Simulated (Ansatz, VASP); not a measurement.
## One calculation of As, two programs

Contents of INCAR:

```
PREC = Accurate
ENCUT = 520
EDIFF = 1E-6
ISMEAR = 0
SIGMA = 0.04
LREAL = False
LASPH = True
NELM = 100
ALGO = Normal
ISIF = 2
LWAVE = False
LCHARG = False
LDIPOL = True
IDIPOL = 3
DIPOL = 0.5 0.5 0.652
GGA = PE
NBANDS = 12
```

File KPOINTS:

```
regular mesh
0
Gamma
  12 12 1
```

POSCAR

```
As
1.0
    3.6281459457      0.0000000000      0.0000000000
   -1.8140729728      3.1420665576      0.0000000000
    0.0000000000      0.0000000000     22.8800000000
As
2
Direct
    0.3333333333      0.6666666667      0.6214645273
    0.0000000000      0.0000000000      0.6819846677
```

Input for Ansatz:

```yaml
crystal:
  lattice:
    - [3.6281459457, 0.0, 0.0]
    - [-1.8140729728, 3.1420665576, 0.0]
    - [0.0, 0.0, 22.88]
  atoms:
    - { symbol: As, position: [0.3333333333, 0.6666666667, 0.6214645273] }
    - { symbol: As, position: [0.0, 0.0, 0.6819846677] }
basis:
  ecutwfc: 420
kpoints:
  mp_grid: { grid: [12, 12, 1] }
hamiltonian:
  xc: pbe
scf:
  occupations: { method: gaussian, width: 0.04 }
  n_extra_bands: 6
  max_iter: 160
output:
  forces: true
  eigenvalues: true
efield:
  axis: 3
  dipole_correction: true
```

Alike in both runs: task single point; functional PBE; k mesh 12 × 12 × 1; occupations gaussian, width 0.04 eV; no spin polarisation.

```csv
,VASP,Ansatz
version,VASP 6.6.1,Ansatz 0.2.0
potentials or method,"VASP PAW PBE potentials, release 64 (As)","scalar-relativistic, plane waves, PAW"
plane-wave cutoff (eV),520,420
valence electrons in the cell,10,30
```

|  | VASP | Ansatz | Ansatz less VASP |
| --- | --- | --- | --- |
| gap on the k mesh at the Fermi level (eV) | 1.70 | 1.69 | -0.002 |
| least direct gap on the mesh (eV) | 1.89 | 1.90 | +0.015 |
| rms of the force components (eV/Å) | 0.049 | 0.001 | -0.0484 |

Atom by atom the forces differ by 0.048 eV/Å (rms over components). The two sets of potentials don't hold the same shells in valence.

PBE gaps usually lie below the measured ones, often by a third to a half.
